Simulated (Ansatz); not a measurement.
Fe3Ge: relaxation of cell and atoms with PBEsol

The system is Fe3Ge.

```
CELL_PARAMETERS angstrom
0.00000 2.87559 2.87559
2.87559 0.00000 2.87559
2.87559 2.87559 0.00000
ATOMIC_POSITIONS crystal
Ge 0.00000 0.00000 0.00000
Fe 0.75000 0.75000 0.75000
Fe 0.25000 0.25000 0.25000
Fe 0.50000 0.50000 0.50000
```

The cell comes from a database or a generator and needn't be the stable form of this composition.

```yaml
Program: Ansatz 0.2.0
Task: relaxation of cell and atoms
Functional: PBEsol
Potentials_or_basis: Ansatz PAW
Cutoff: "420 eV (not typed: the program's choice for these potentials)"
k_mesh: 8 × 8 × 8
Occupations: fermi-dirac, width 0.05 eV
Spin: collinear spin, ferromagnetic start
Starting_moments: "[0.0, 3.0, 3.0, 3.0] μB"
Target_pressure: 5 GPa
Target_pressure_GPa: 5
```

```yaml
Relaxed_volume: 10.93 Å³/atom
Relaxed_cell: a = 3.954 Å, b = 3.954 Å, c = 3.954 Å, α = 60.00°, β = 60.00°, γ = 60.00°
Space_group_after_relaxing_to_0.05_Å: Fm-3m (No. 225)
Energy_change_on_relaxing_the_enthalpy_is_what_falls: -25.6 meV/atom
Ionic_steps: 6
Pressure_after_relaxing: 5.0 GPa
Band_gap_on_the_k_mesh: none (metal or under the smearing width)
Net_moment: 4.98 μB per cell
Absolute_moment: 5.29 μB per cell
Site_moments: Ge -0.04; Fe +1.28, +2.51 μB
```

Step by step:
```
step  energy change (eV)  largest force (eV/Å)  volume (Å³)
   1              0.0000                0.0000        47.56
   2             -0.1169                0.0000        44.84
   3             -0.0891                0.0000        43.30
   4             -0.1048                0.0000        43.72
   5             -0.1043                0.0000        43.70
   6             -0.1024                0.0000        43.70
```

Final structure:
```xyz
4
Lattice="0.0000 2.7957 2.7957 2.7957 0.0000 2.7957 2.7957 2.7957 0.0000" Properties=species:S:1:pos:R:3 pbc="T T T"
Ge    0.0000    0.0000    0.0000
Fe    4.1935    4.1935    4.1935
Fe    1.3978    1.3978    1.3978
Fe    2.7957    2.7957    2.7957
```

Levels at points of the mesh, in eV from the Fermi level:
Spin up:
```csv
k point,band 29,band 30,band 31,band 32,band 33,band 34,band 35,band 36,band 37,band 38
"(0.00, 0.00, 0.00)",-0.58,-0.58,-0.58,-0.25,-0.25,2.78,4.33,4.33,4.33,6.07
"(0.00, 0.00, -0.50)",-1.55,-1.31,-1.31,-0.74,-0.74,-0.40,3.75,3.75,3.80,5.03
"(0.00, -0.50, -0.50)",-1.44,-1.44,-1.02,-0.75,-0.34,-0.34,-0.30,0.23,3.92,5.34
```
Spin down:
```csv
k point,band 26,band 27,band 28,band 29,band 30,band 31,band 32,band 33
"(0.00, 0.00, 0.00)",-1.75,0.61,0.61,0.61,1.33,1.33,1.35,1.35
"(0.00, 0.00, -0.50)",-1.60,-0.71,-0.56,-0.56,0.95,0.95,1.21,1.21
"(0.00, -0.50, -0.50)",-1.68,-0.55,-0.55,-0.13,0.42,0.83,1.03,1.28
```

Run time: 24 s on 2 threads of Intel(R) Xeon(R) Platinum 8259CL CPU @ 2.50GHz (Skylake/Cascade Lake) (shared host), peak memory 0.49 GiB.

Caveat: the plane-wave basis is chosen anew once the cell has moved, so the energies of steps on either side of that aren't comparable; the PAW data sets come from PBE, with cores solved anew for the run's functional, which leaves a small shift of forces and pressure.
